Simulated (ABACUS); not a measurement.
# TePb (Fm-3m) in ABACUS: settings compared, part 2 of 2

ABACUS 3.10.1.

**4. Band structure, SCAN**

Input file INPUT:

```
INPUT_PARAMETERS
suffix              TePb
calculation         nscf
basis_type          pw
pseudo_dir          ./
symmetry            -1
dft_functional      scan
ecutwfc             96.0
pseudo_rcut         10
nspin               1
nbands              25
ks_solver           dav
smearing_method     fd
smearing_sigma      0.00367493
scf_thr             1e-08
scf_nmax            100
mixing_type         broyden
mixing_beta         0.7
mixing_tau          1
init_chg            file
pw_diag_thr         1e-07
out_band            1
kpar                4
```

Input file STRU:

```
ATOMIC_SPECIES
Pb 207.2000 Pb_ONCV_PBE-1.2.upf
Te 127.6000 Te_ONCV_PBE-1.2.upf

LATTICE_CONSTANT
1.8897261246

LATTICE_VECTORS
0.0000000000 3.2310000000 3.2310000000
3.2310000000 0.0000000000 3.2310000000
3.2310000000 3.2310000000 0.0000000000

ATOMIC_POSITIONS
Cartesian

Pb
0.0
1
0.0000000000 0.0000000000 0.0000000000 1 1 1

Te
0.0
1
3.2310000000 3.2310000000 3.2310000000 1 1 1
```

Input file KPT:

```
K_POINTS
12
Line
0.00000000 0.00000000 0.00000000 10 // G
0.50000000 0.00000000 0.50000000 10 // X
0.50000000 0.25000000 0.75000000 10 // W
0.37500000 0.37500000 0.75000000 10 // K
0.00000000 0.00000000 0.00000000 10 // G
0.50000000 0.50000000 0.50000000 10 // L
0.62500000 0.25000000 0.62500000 10 // U
0.50000000 0.25000000 0.75000000 10 // W
0.50000000 0.50000000 0.50000000 10 // L
0.37500000 0.37500000 0.75000000 1 // K
0.62500000 0.25000000 0.62500000 10 // U
0.50000000 0.00000000 0.50000000 1 // X
```

Potentials or basis: SG15 ONCV 1.2 PBE, plane waves.

Launch:

```bash
$ OMP_NUM_THREADS=1 mpirun -np 4 abacus > log
```

It took 1.9 min on 4 MPI ranks of Intel Xeon Platinum 8488C (Sapphire Rapids), shared host; peak memory 0.88 GiB.

The run converged. Its results:

```
Band gap along the path : 0.91 eV, direct
```

Levels at the corners of the path, in eV from the Fermi level:
| point | band 11 | band 12 | band 13 | band 14 | band 15 | band 16 | band 17 | band 18 | band 19 | band 20 |
| --- | --- | --- | --- | --- | --- | --- | --- | --- | --- | --- |
| Γ | -12.97 | -6.39 | -1.92 | -1.92 | -1.92 | 3.70 | 3.70 | 3.70 | 6.07 | 6.07 |
| X | -11.22 | -8.14 | -5.04 | -3.36 | -3.36 | 3.44 | 5.10 | 5.10 | 6.38 | 10.61 |
| W | -11.06 | -8.84 | -4.32 | -4.32 | -0.85 | 1.28 | 5.12 | 5.12 | 6.77 | 6.77 |
| K | -11.13 | -8.81 | -4.65 | -2.83 | -2.59 | 3.31 | 3.42 | 5.21 | 5.68 | 8.95 |
| Γ | -12.97 | -6.39 | -1.92 | -1.92 | -1.92 | 3.70 | 3.70 | 3.70 | 6.07 | 6.07 |
| L | -11.51 | -9.43 | -1.36 | -1.36 | -0.46 | 0.46 | 0.87 | 0.87 | 8.60 | 9.27 |
| U | -11.13 | -8.81 | -4.65 | -2.83 | -2.59 | 3.31 | 3.42 | 5.21 | 5.68 | 8.95 |
| W | -11.06 | -8.84 | -4.32 | -4.32 | -0.85 | 1.28 | 5.12 | 5.12 | 6.77 | 6.77 |
| L | -11.51 | -9.43 | -1.36 | -1.36 | -0.46 | 0.46 | 0.87 | 0.87 | 8.60 | 9.27 |
| K | -11.13 | -8.81 | -4.65 | -2.83 | -2.59 | 3.31 | 3.42 | 5.21 | 5.68 | 8.95 |
| U | -11.13 | -8.81 | -4.65 | -2.83 | -2.59 | 3.31 | 3.42 | 5.21 | 5.68 | 8.95 |
| X | -11.22 | -8.14 | -5.04 | -3.36 | -3.36 | 3.44 | 5.10 | 5.10 | 6.38 | 10.61 |

Caveat: the density is read from an earlier self-consistent run, whose mesh may be coarse; the potentials were made for another functional, which shifts forces and pressure; spin-orbit coupling is left out, which moves the levels of the heavy elements.

**5. Equation of state, SCAN, 31.71 Å³/atom (volume scaled by 0.94)**

Input file run_abacus.py:

```python
"""ABACUS run from a structure file: ASE reads it, the script writes STRU, KPT and INPUT."""
import re
import subprocess
from ase.io import read
from ase.units import Bohr

atoms = read("TePb.cif")
atoms = atoms[(-atoms.numbers).argsort(kind="stable")]  # ABACUS lists atoms element by element
pseudo = {'Pb': 'Pb_ONCV_PBE-1.2.upf', 'Te': 'Te_ONCV_PBE-1.2.upf'}
orbital = {}
magmoms = None
kmesh = [4, 4, 4]
params = {
    'suffix': 'TePb',
    'calculation': 'scf',
    'basis_type': 'pw',
    'pseudo_dir': './',
    'symmetry': 1,
    'dft_functional': 'scan',
    'ecutwfc': 96,
    'pseudo_rcut': 10,
    'nspin': 1,
    'nbands': 19,
    'ks_solver': 'dav',
    'smearing_method': 'fd',
    'smearing_sigma': 0.00367493,
    'scf_thr': 1e-08,
    'scf_nmax': 100,
    'mixing_type': 'broyden',
    'mixing_beta': 0.7,
    'cal_force': 1,
    'cal_stress': 1,
    'mixing_tau': 1,
    'kpar': 4,
}

symbols = atoms.get_chemical_symbols()
elements = list(dict.fromkeys(symbols))
lines = ["ATOMIC_SPECIES"] + [f"{e} {atoms.get_masses()[symbols.index(e)]:.4f} {pseudo[e]}" for e in elements]
if orbital:
    lines += ["", "NUMERICAL_ORBITAL"] + [orbital[e] for e in elements]
lines += ["", "LATTICE_CONSTANT", f"{1 / Bohr:.10f}", "", "LATTICE_VECTORS"]
lines += [" ".join(f"{x:.10f}" for x in v) for v in atoms.cell]
lines += ["", "ATOMIC_POSITIONS", "Direct"]
for e in elements:
    lines += ["", e, "0.0", str(symbols.count(e))]
    for i, p in enumerate(atoms.get_scaled_positions(wrap=False)):
        if symbols[i] == e:
            mag = "" if magmoms is None else " mag " + " ".join(str(x) for x in (magmoms[i] if isinstance(magmoms[i], list) else [magmoms[i]]))
            lines.append(" ".join(f"{x:.10f}" for x in p) + " 1 1 1" + mag)
open("STRU", "w").write("\n".join(lines) + "\n")
open("KPT", "w").write("K_POINTS\n0\nGamma\n%d %d %d 0 0 0\n" % tuple(kmesh))
open("INPUT", "w").write("INPUT_PARAMETERS\n" + "".join(f"{k:<20s}{v}\n" for k, v in params.items()))

done = subprocess.run(['mpirun', '-np', '4', 'abacus'])
if done.returncode:
    raise SystemExit(done.returncode)
log = open("OUT.TePb/running_scf.log").read()
print("final energy (eV):", re.findall(r"FINAL_ETOT_IS (\S+)", log))
```

Input file TePb.cif:

```cif
data_TePb
_cell_length_a 4.47604634
_cell_length_b 4.47604634
_cell_length_c 4.47604634
_cell_angle_alpha 60.00000000
_cell_angle_beta 60.00000000
_cell_angle_gamma 60.00000000
_space_group_name_H-M_alt 'P1'
_space_group_name_Hall 'P 1'
_space_group_IT_number 1
loop_
_space_group_symop_operation_xyz
'x,y,z'
loop_
_atom_site_label
_atom_site_type_symbol
_atom_site_symmetry_multiplicity
_atom_site_Wyckoff_symbol
_atom_site_fract_x
_atom_site_fract_y
_atom_site_fract_z
_atom_site_occupancy
Pb1 Pb 1 a 0.0000000000 0.0000000000 0.0000000000 1
Te1 Te 1 a 0.5000000000 0.5000000000 0.5000000000 1
```

Launch:

```bash
$ OMP_NUM_THREADS=1 python run_abacus.py > log
```

Run time: 24 s. Hardware: 4 MPI ranks of Intel Xeon Platinum 8488C (Sapphire Rapids), shared host; peak memory 0.6 GiB.

It converged, with:

| Quantity | Value |
| --- | --- |
| Free energy | -3897.2562 eV |
| Pressure | 2.7 GPa |
| Band gap on the k mesh | 0.75 eV, direct |

Caveat: the k mesh is coarse (spacing up to 0.43 Å⁻¹), so the values aren't converged; the potentials were made for another functional, which shifts forces and pressure; spin-orbit coupling is left out, which as a rule narrows the gap of such compounds by several tenths of an eV.

**6. Equation of state, SCAN, 33.05 Å³/atom (volume scaled by 0.98)**

run_abacus.py is that of step 5.

Edit TePb.cif of step 5 so:

```diff
@@ -1,5 +1,5 @@
 data_TePb
-_cell_length_a 4.47604634
-_cell_length_b 4.47604634
-_cell_length_c 4.47604634
+_cell_length_a 4.53865649
+_cell_length_b 4.53865649
+_cell_length_c 4.53865649
 _cell_angle_alpha 60.00000000
```

Potentials or basis: SG15 ONCV 1.2 PBE, plane waves.

Launch:

```bash
$ OMP_NUM_THREADS=1 python run_abacus.py > log
```

Run time: 25 s. Hardware: 4 MPI ranks of Intel Xeon Platinum 8488C (Sapphire Rapids), shared host; peak memory 0.64 GiB.

The run converged. Its results:

| Quantity | Value |
| --- | --- |
| Free energy | -3897.2823 eV |
| Pressure | 0.5 GPa |
| Band gap on the k mesh | 0.86 eV, direct |

Caveat: the k mesh is coarse (spacing up to 0.42 Å⁻¹), so the values aren't converged; the potentials were made for another functional, which shifts forces and pressure; spin-orbit coupling is left out, which as a rule narrows the gap of such compounds by several tenths of an eV.

**7. Equation of state, SCAN, 34.40 Å³/atom (volume scaled by 1.02)**

run_abacus.py is that of step 6.

Edit TePb.cif of step 6 so:

```diff
@@ -1,5 +1,5 @@
 data_TePb
-_cell_length_a 4.53865649
-_cell_length_b 4.53865649
-_cell_length_c 4.53865649
+_cell_length_a 4.59958533
+_cell_length_b 4.59958533
+_cell_length_c 4.59958533
 _cell_angle_alpha 60.00000000
```

Launch:

```bash
$ OMP_NUM_THREADS=1 python run_abacus.py > log
```

It took 28 s on 4 MPI ranks of Intel Xeon Platinum 8488C (Sapphire Rapids), shared host; peak memory 0.68 GiB.

Results (log left out):

```
Free energy            : -3897.2783 eV
Pressure               : -1.1 GPa
Band gap on the k mesh : 0.95 eV, direct
```

Caveat: the potentials were made for another functional, which shifts forces and pressure; spin-orbit coupling is left out, which as a rule narrows the gap of such compounds by several tenths of an eV.

**8. Equation of state, SCAN, 35.75 Å³/atom (volume scaled by 1.06)**

run_abacus.py is that of step 7.

Edit TePb.cif of step 7 so:

```diff
@@ -1,5 +1,5 @@
 data_TePb
-_cell_length_a 4.59958533
-_cell_length_b 4.59958533
-_cell_length_c 4.59958533
+_cell_length_a 4.65894136
+_cell_length_b 4.65894136
+_cell_length_c 4.65894136
 _cell_angle_alpha 60.00000000
```

Launch:

```bash
$ OMP_NUM_THREADS=1 python run_abacus.py > log
```

It took 29 s on 4 MPI ranks of Intel Xeon Platinum 8488C (Sapphire Rapids), shared host; peak memory 0.68 GiB.

The run converged. Its results:

```yaml
Free_energy: -3897.2474 eV
Pressure: -2.5 GPa
Band_gap_on_the_k_mesh: 1.03 eV, direct
```

Caveat: the potentials were made for another functional, which shifts forces and pressure; spin-orbit coupling is left out, which as a rule narrows the gap of such compounds by several tenths of an eV.

**9. Equation of state, SCAN**

Potentials or basis: SG15 ONCV 1.2 PBE, plane waves.

This step only gathers the single runs of the series.

Results:

* Equilibrium volume: 33.53 Å³/atom (rough: see the caveat)
* Bulk modulus: 43 GPa (rough)

Energy against volume, from the lowest point:
```csv
volume (Å³/atom),energy (meV/atom)
31.706,13.04
33.055,0.00
34.404,2.02
35.753,17.46
```

Caveat: the k mesh is coarse (spacing up to 0.42 Å⁻¹), so the values aren't converged; the fit is doubtful: noisy points or a state that changes with volume; the potentials were made for another functional, which shifts forces and pressure. Spin-orbit coupling is left out, which matters for the levels of Pb, Te.

**10. Comparison with measurements**

Step 2. Against the measured gap of TePb, 0.19 eV (direct; 4.2 K; a printed reference work, monograph), the calculated 0.69 eV is off by +0.50 eV. Spin-orbit coupling on Pb, Te is left out. The value is that of rPW86PBE, without temperature or zero-point motion.

Step 3. Measured gap of TePb: 0.19 eV (direct; 4.2 K; a printed reference work, monograph). This calculation gives 0.65 eV (+0.46 eV). Spin-orbit coupling on Pb, Te is left out. The value is that of LDA-PW92, without temperature or zero-point motion.

Step 4. A measured gap of TePb is 0.19 eV (direct; 4.2 K; a printed reference work, monograph); the calculated 0.91 eV misses it by +0.72 eV. Spin-orbit coupling on Pb, Te is left out. The value is that of SCAN, without temperature or zero-point motion.
